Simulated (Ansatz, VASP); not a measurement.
# B (alpha-rhombohedral (B12)): VASP beside Ansatz

Wanted: the spread between two codes on one cell, functional and k mesh. The cell is taken from a series of runs on this material, whose earlier steps may have relaxed, scaled, displaced or heated it; both programs get it as it stands.

Calculated with Ansatz 0.2.0; plane waves, with VASP 6.6.1 beside it; relaxation of cell and atoms at PBE.

### Step 1. The structure

It takes space group R-3m (No. 166, trigonal). The conventional cell has a = 4.908 Å, b = 4.908 Å, c = 12.567 Å, α = 90.00°, β = 90.00°, γ = 120.00°. Nearest to B lie 6 B at 1.71 to 1.79 Å. Nearest to B lie 5 B at 1.78 to 1.79 Å.

### Step 2. VASP: relaxation of cell and atoms, PBE

The relaxed volume is the usual yardstick between codes: in a stiff, nearly cubic crystal its relative difference is about their pressure difference at one cell divided by the bulk modulus.

Lines of VASP's logs that name or quote its potential files are left out, and so is its time.

File INCAR:

```
SYSTEM = B
PREC = Accurate
ENCUT = 500
EDIFF = 1E-07
NELM = 120
ISMEAR = -1
SIGMA = 0.01
LREAL = .FALSE.
ALGO = Normal
GGA = PE
NBANDS = 30
LORBIT = 11
LWAVE = .FALSE.
LCHARG = .FALSE.
ISIF = 3
IBRION = 2
NSW = 80
EDIFFG = -0.005
LASPH = .TRUE.
GGA_COMPAT = .FALSE.
NELMIN = 4
EFERMI = MIDGAP
KPAR = 2
```

File POSCAR:

```
B
1.0
    2.4540000000      1.4168180000      4.1890000000
   -2.4540000000      1.4168180000      4.1890000000
    0.0000000000     -2.8336350000      4.1890000000
B
12
Direct
    0.0103996984      0.6572997745      0.0103999826
    0.0103996984      0.0103996984      0.6573000587
    0.6572997745      0.0103996984      0.0103999826
    0.9895997332      0.3426996571      0.9896000174
    0.3426996571      0.9895997332      0.9896000174
    0.9895997332      0.9895997332      0.3426999413
    0.2205997224      0.6322998220      0.2206000066
    0.2205997224      0.2205997224      0.6323001062
    0.6322998220      0.2205997224      0.2206000066
    0.7793997092      0.3676996096      0.7793999934
    0.3676996096      0.7793997092      0.7793999934
    0.7793997092      0.7793997092      0.3676998938
```

File KPOINTS:

```
Automatic mesh
0
Gamma
7 7 7
0 0 0
```

Potentials, in the order of the species: B (PBE family, release 64).

On the command line:

```bash
$ mpirun -np 2 vasp_std
```

Numbers of over 12 decimals in the logs are rounded to 6 here.

The program printed:

```text
[banner, memory and clock lines left out]
running    2 mpi-ranks, on    1 nodes
 distrk:  each k-point on    1 cores,    2 groups
 distr:  one band on    1 cores,    1 groups

 POSCAR found type information on POSCAR B
 POSCAR found :  1 types and      12 ions
 LDA part: xc-table for (Slater+PW92), standard interpolation
 POSCAR, INCAR and KPOINTS ok, starting setup
 FFT: planning ... GRIDC
 FFT: planning ... GRID_SOFT
 FFT: planning ... GRID
 WAVECAR not read
 entering main loop
       N       E                     dE             d eps       ncg     rms          rms(c)
DAV:   1     0.716494934667E+02    0.71649E+02   -0.16372E+04  2640   0.107E+03
DAV:   2    -0.795410121983E+02   -0.15119E+03   -0.14425E+03  3338   0.215E+02
DAV:   3    -0.850889642526E+02   -0.55480E+01   -0.55022E+01  3520   0.368E+01
DAV:   4    -0.851287113942E+02   -0.39747E-01   -0.39709E-01  3456   0.326E+00
DAV:   5    -0.851291254669E+02   -0.41407E-03   -0.41402E-03  3438   0.325E-01    0.112E+01
DAV:   6    -0.812415115173E+02    0.38876E+01   -0.45652E+00  3036   0.108E+01    0.616E+00
DAV:   7    -0.804380692353E+02    0.80344E+00   -0.21511E+00  3302   0.711E+00    0.208E+00
DAV:   8    -0.804067993282E+02    0.31270E-01   -0.29964E-01  3148   0.285E+00    0.457E-01
DAV:   9    -0.804069578262E+02   -0.15850E-03   -0.30570E-02  3214   0.970E-01    0.168E-01
DAV:  10    -0.804071366849E+02   -0.17886E-03   -0.49857E-03  3132   0.394E-01    0.440E-02
DAV:  11    -0.804071935757E+02   -0.56891E-04   -0.36735E-04  3288   0.105E-01    0.201E-02
DAV:  12    -0.804071760378E+02    0.17538E-04   -0.84830E-05  3338   0.502E-02    0.691E-03
DAV:  13    -0.804071827168E+02   -0.66790E-05   -0.20916E-05  3192   0.223E-02    0.239E-03
DAV:  14    -0.804071830066E+02   -0.28978E-06   -0.10264E-06  3418   0.511E-03    0.112E-03
DAV:  15    -0.804071830459E+02   -0.39287E-07   -0.22435E-07  2628   0.264E-03
   1 F= -.80407183E+02 E0= -.80407183E+02  d E =-.804072E+02
[... from here on, the cycles between the ionic steps are left out ...]
   2 F= -.80346823E+02 E0= -.80346823E+02  d E =0.603604E-01
   3 F= -.80454204E+02 E0= -.80454204E+02  d E =-.470207E-01
   4 F= -.80456350E+02 E0= -.80456350E+02  d E =-.214647E-02
   5 F= -.80456495E+02 E0= -.80456495E+02  d E =-.229140E-02
   6 F= -.80456655E+02 E0= -.80456655E+02  d E =-.160225E-03
   7 F= -.80456655E+02 E0= -.80456655E+02  d E =-.160223E-03
   8 F= -.80456669E+02 E0= -.80456669E+02  d E =-.137101E-04
 trial-energy change:   -0.000014  1 .order   -0.000014   -0.000041    0.000014
 step:   0.6361(harm=  0.6361)  dis= 0.00035  next Energy=   -80.456671 (dE=-0.154E-04)
 bond charge predicted
       N       E                     dE             d eps       ncg     rms          rms(c)
DAV:   1    -0.804566713605E+02   -0.23255E-05   -0.96969E-05  2856   0.512E-02    0.278E-03
DAV:   2    -0.804566709822E+02    0.37827E-06   -0.27760E-06  3346   0.955E-03    0.116E-03
DAV:   3    -0.804566709049E+02    0.77316E-07   -0.37283E-07  3236   0.320E-03    0.438E-04
DAV:   4    -0.804566708935E+02    0.11376E-07   -0.56046E-08  1746   0.128E-03
   9 F= -.80456671E+02 E0= -.80456671E+02  d E =-.155105E-04
 curvature:  -0.36 expect dE=-0.326E-05 dE for cont linesearch -0.156E-08
 trial: gam= 0.19659 g(F)=  0.367E-05 g(S)=  0.542E-05 ort =-0.487E-06 (trialstep = 0.806E+00)
 search vector abs. value=  0.110E-04
 reached required accuracy - stopping structural energy minimisation
```

From OUTCAR (step 2):

```text
ion  position               nearest neighbor table
   1  0.010  0.657  0.010-   4 1.71   3 1.73   2 1.73   7 1.79  12 1.79  11 1.79
   2  0.010  0.010  0.657-   6 1.71   3 1.73   1 1.73   8 1.79  10 1.79  11 1.79
   3  0.657  0.010  0.010-   5 1.71   1 1.73   2 1.73   9 1.79  12 1.79  10 1.79
   4  0.990  0.343  0.990-   1 1.71   5 1.73   6 1.73  10 1.79   8 1.79   9 1.79
   5  0.343  0.990  0.990-   3 1.71   4 1.73   6 1.73  11 1.79   8 1.79   7 1.79
   6  0.990  0.990  0.343-   2 1.71   4 1.73   5 1.73  12 1.79   9 1.79   7 1.79
   7  0.221  0.632  0.221-  12 1.78  11 1.78   1 1.79   6 1.79   5 1.79   9 2.02   8 2.02
   8  0.221  0.221  0.632-  10 1.78  11 1.78   2 1.79   4 1.79   5 1.79   7 2.02   9 2.02
   9  0.632  0.221  0.221-  12 1.78  10 1.78   3 1.79   6 1.79   4 1.79   7 2.02   8 2.02
  10  0.779  0.368  0.779-   8 1.78   9 1.78   4 1.79   2 1.79   3 1.79  11 2.02  12 2.02
  11  0.368  0.779  0.779-   8 1.78   7 1.78   5 1.79   2 1.79   1 1.79  10 2.02  12 2.02
  12  0.779  0.779  0.368-   7 1.78   9 1.78   6 1.79   3 1.79   1 1.79  10 2.02  11 2.02

  LATTYP: Found a trigonal (rhomboedric) cell.
 ALAT       =     5.0573916444
 COS(alpha) =     0.5291029126

 Subroutine GETGRP returns: Found 12 space group operations
 (whereof 12 operations were pure point group operations)

The static configuration has the point symmetry D_3d.

 Found     44 irreducible k-points:

   k-points           NKPTS =     44   k-points in BZ     NKDIM =     44   number of bands    NBANDS=     30

   dimension x,y,z NGX =    40 NGY =   40 NGZ =   40
   dimension x,y,z NGXF=    80 NGYF=   80 NGZF=   80

   ENCUT  =  500.0 eV  36.75 Ry    6.06 a.u.   9.22  9.22  9.22*2*pi/ulx,y,z

   NELECT =      36.0000    total number of electrons

 k-points in reciprocal lattice and weights: Automatic mesh
   0.00000000  0.00000000  0.00000000       0.003
   0.14285714  0.00000000  0.00000000       0.017
   0.28571429  0.00000000  0.00000000       0.017
   0.42857143  0.00000000  0.00000000       0.017
   0.14285714  0.14285714  0.00000000       0.017
   0.28571429  0.14285714  0.00000000       0.035
   0.42857143  0.14285714  0.00000000       0.035
  -0.42857143  0.14285714 -0.00000000       0.035
  -0.28571429  0.14285714  0.00000000       0.035
[...]
0.42857143  0.42857143  0.42857143       0.006
  -0.42857143  0.42857143  0.42857143       0.017

 average (electrostatic) potential at core
       1 -25.4845       2 -25.4844       3 -25.4845       4 -25.4844       5 -25.4844
       6 -25.4844       7 -26.9863       8 -26.9863       9 -26.9863      10 -26.9863
      11 -26.9863      12 -26.9863

 E-fermi :   6.6224

 k-point     1 :       0.0000    0.0000    0.0000
  band No.  band energies     occupation
    ...
     14       1.4796      2.00000
     15       4.5318      2.00000
     16       5.0676      2.00000
     17       5.0676      2.00000
     18       5.5566      2.00000
     19       7.4089      0.00000
     20      10.4476      0.00000
     21      10.4476      0.00000
     22      10.6354      0.00000
     23      10.6354      0.00000
    ...

 k-point     2 :       0.1429    0.0000    0.0000
  band No.  band energies     occupation
    ...
     14       2.0362      2.00000
     15       4.3289      2.00000
     16       4.7547      2.00000
     17       4.7690      2.00000
     18       5.2343      2.00000
     19       7.5894      0.00000
     20       9.5394      0.00000
     21       9.9278      0.00000
     22      11.2050      0.00000
     23      11.5502      0.00000
    ...

 k-point     3 :       0.2857    0.0000    0.0000
  band No.  band energies     occupation
    ...
     14       2.9960      2.00000
     15       3.4317      2.00000
     16       3.4715      2.00000
     17       4.1713      2.00000
     18       5.2673      2.00000
     19       7.9826      0.00000
     20       9.3393      0.00000
     21       9.8136      0.00000
     22      10.5748      0.00000
     23      11.4983      0.00000
    ...

  Total       -0.0169264     -0.0169264      0.0278442      0.0000000      0.0000000      0.0000000
  in kB       -0.3119547     -0.3119548      0.5131696      0.0000000      0.0000000      0.0000000
  external PRESSURE =      -0.0369133 kB  Pullay stress =       0.0000000 kB

  energy-cutoff  :      500.00
  volume of cell :       86.93
      direct lattice vectors                 reciprocal lattice vectors
     2.449623763  1.414291377  4.182105696     0.204112977  0.117844674  0.079704656
    -2.449623763  1.414291377  4.182105696    -0.204112977  0.117844674  0.079704656
     0.000000000 -2.828581757  4.182105697     0.000000000 -0.235689347  0.079704684

 POSITION                                       TOTAL-FORCE (eV/Angst)
 -----------------------------------------------------------------------------------
     -1.57686      0.91040      2.82120        -0.002121      0.001224      0.002341
      0.00000     -1.82080      2.82120         0.000000     -0.002449      0.002341
      1.57686      0.91040      2.82120         0.002121      0.001224      0.002341
      1.57686     -0.91040      9.72511         0.002121     -0.001224     -0.002341
     -1.57686     -0.91040      9.72511        -0.002121     -0.001224     -0.002341
      0.00000      1.82080      9.72511         0.000000      0.002449     -0.002341
     -1.00299      0.57908      4.48616        -0.000886      0.000511      0.000379
      0.00000     -1.15816      4.48616         0.000000     -0.001023      0.000379
      1.00299      0.57908      4.48616         0.000886      0.000511      0.000379
      1.00299     -0.57908      8.06015         0.000886     -0.000511     -0.000379
     -1.00299     -0.57908      8.06015        -0.000886     -0.000511     -0.000379
      0.00000      1.15816      8.06015         0.000000      0.001023     -0.000379
 -----------------------------------------------------------------------------------
    total drift:                               -0.000000      0.000734      0.002257

  FREE ENERGIE OF THE ION-ELECTRON SYSTEM (eV)
  ---------------------------------------------------
  free  energy   TOTEN  =       -80.4566708935 eV

  energy  without entropy=      -80.4566708935  energy(sigma->0) =      -80.45667089

 reached required accuracy - stopping structural energy minimisation

 total charge
# of ion       s       p       d       tot
------------------------------------------
    1        0.707   1.399   0.000   2.106
    2        0.707   1.399   0.000   2.106
    3        0.707   1.399   0.000   2.106
    4        0.707   1.399   0.000   2.106
    5        0.707   1.399   0.000   2.106
    6        0.707   1.399   0.000   2.106
    7        0.657   1.289   0.000   1.947
    8        0.657   1.289   0.000   1.947
    9        0.657   1.289   0.000   1.947
   10        0.657   1.289   0.000   1.947
   11        0.657   1.289   0.000   1.947
   12        0.657   1.289   0.000   1.947
--------------------------------------------------
tot          8.185  16.130   0.000  24.316

[... 3 further parts left out ...]
```

CONTCAR:

```
B
   1.00000000000000
     2.4496237631306568    1.4142913767561331    4.1821056963416972
    -2.4496237631306568    1.4142913767561331    4.1821056963416972
     0.0000000000000000   -2.8285817569370826    4.1821056968977519
  B
    12
Direct
     0.0102917104941974    0.6540056128125293    0.0102919946947573
     0.0102917104940778    0.0102917104940778    0.6540058970122107
     0.6540056128125293    0.0102917104941974    0.0102919946947573
     0.9897077211058052    0.3459938187874662    0.9897080053052427
     0.3459938187874662    0.9897077211058052    0.9897080053052427
     0.9897077211059249    0.9897077211059249    0.3459941029877893
     0.2210853119969556    0.6305330773286625    0.2210855961970271
     0.2210853119968845    0.2210853119968845    0.6305333615284936
     0.6305330773286625    0.2210853119969556    0.2210855961970271
     0.7789141196030474    0.3694663542713401    0.7789144038029729
     0.3694663542713401    0.7789141196030474    0.7789144038029729
     0.7789141196031182    0.7789141196031182    0.3694666384715064
```

(Part 1 of 2 ends here.)

[Lines on the potential files, build, host, timing and source positions are cut from VASP's logs without a mark.]

[Logs are printed without paths, hosts, clocks, repeated set-up lines and the standing remarks that a program may print on its own settings, such as how far it seeks lower states.]

[Hosts, paths, dates, database ids (printed as entryN), source tags and the programs' standing remarks are cut or masked in the printed files.]
